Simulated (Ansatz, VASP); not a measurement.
**Cu: VASP beside Ansatz**

```
Cu
1.0
     0.00000    2.67244    2.67244
     2.67244    0.00000    2.67244
     2.67244    2.67244    0.00000
Cu
2
Direct
  0.12500 0.12500 0.12500
  0.87500 0.87500 0.87500
```

Alike in both runs: task single point; functional revPBE; k mesh 11 × 11 × 11; occupations fermi-dirac, width 0.1 eV; no spin polarisation.

|  | VASP | Ansatz |
| --- | --- | --- |
| version | VASP 6.6.1 | Ansatz 0.2.0 |
| potentials or method | VASP PAW PBE potentials, release 64 (Cu) | plane waves (420 eV) with PAW, scalar-relativistic |
| plane-wave cutoff (eV) | 520 | 420 |
| valence electrons in the cell | 22 | 38 |

|  | VASP | Ansatz | Ansatz less VASP |
| --- | --- | --- | --- |
| pressure (GPa) | 2.1 | 2.1 | +0.02 |

The functional is the same, so the differences come from potentials, cutoffs and numerics. The two sets of potentials don't hold the same shells in valence.

Caveats: the PAW data sets were made with another functional, which shifts forces and pressure a little (VASP).
